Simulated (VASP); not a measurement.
# NiO: core levels with PBEsol

The system is NiO.

```
CELL_PARAMETERS angstrom
0.00000 2.24063 2.24063
2.24063 0.00000 2.24063
2.24063 2.24063 0.00000
ATOMIC_POSITIONS crystal
Ni 0.00000 0.00000 0.00000
O 0.75000 0.75000 0.75000
```

The cell was built by a generator and needn't be a form met in nature.

```
Program                : VASP 6.6.1
Task                   : core levels
Functional             : PBEsol
Potentials or basis    : VASP PAW PBE potentials, release 64 (Ni, O)
Cutoff                 : 520 eV
k mesh                 : 10 × 10 × 10
Occupations            : gaussian, width 0.02 eV
Spin                   : collinear spin, ferromagnetic start
Starting moments       : [1.0, 0.0] μB
Further INCAR settings : ALGO = Normal; EDIFF = 1e-07
```

| Item | Value |
| --- | --- |
| Pressure | -8.2 GPa |
| Band gap on the k mesh | none (metal or under the smearing width) |
| Net moment | 1.80 μB per cell |
| Site moments | Ni +1.41; O +0.34 μB |
| Valence electrons inside the program's atomic spheres | Ni 9.12; O 4.94 |

Levels at points of the mesh, in eV from the Fermi level:
Spin up:
| k point | band 7 | band 8 | band 9 | band 10 | band 11 | band 12 |
| --- | --- | --- | --- | --- | --- | --- |
| (0.00, 0.00, 0.00) | 0.28 | 0.28 | 0.28 | 0.40 | 14.20 | 14.20 |
| (0.50, 0.00, 0.00) | -2.25 | -0.55 | -0.55 | 5.80 | 7.26 | 13.72 |
| (0.50, 0.50, 0.00) | -1.72 | -1.72 | -1.67 | 5.34 | 9.95 | 11.03 |
Spin down:
```csv
k point,band 4,band 5,band 6,band 7,band 8,band 9,band 10,band 11
"(0.00, 0.00, 0.00)",-5.02,-1.24,-1.24,0.68,1.74,1.74,1.74,14.45
"(0.50, 0.00, 0.00)",-4.77,-1.06,-1.06,-0.78,0.84,0.84,6.08,7.75
"(0.50, 0.50, 0.00)",-4.43,-1.57,-0.93,-0.65,-0.14,-0.14,5.80,10.53
```

Core levels (eV, on the scale of the bands):
```
atom                                                levels
1 Ni  1s -8199.3, 2s -969.2, 2p -832.1, 3s -98.3, 3p -58.7
 2 O                                             1s -501.9
```

Run time: 12 s on 1 thread of Intel(R) Xeon(R) 6975P-C (Granite Rapids), on a shared host, peak memory 0.16 GiB.

Caveat: the PAW data sets were made with another functional, which shifts forces and pressure a little; a cell with one magnetic atom can't hold antiferromagnetic order, which such compounds often take; semilocal functionals often make such compounds metallic where correlation or magnetic order opens a gap, which also shifts bond lengths. With open d or f shells a metallic result of PBEsol can be an artefact of self-interaction; +U or a hybrid may open a gap.
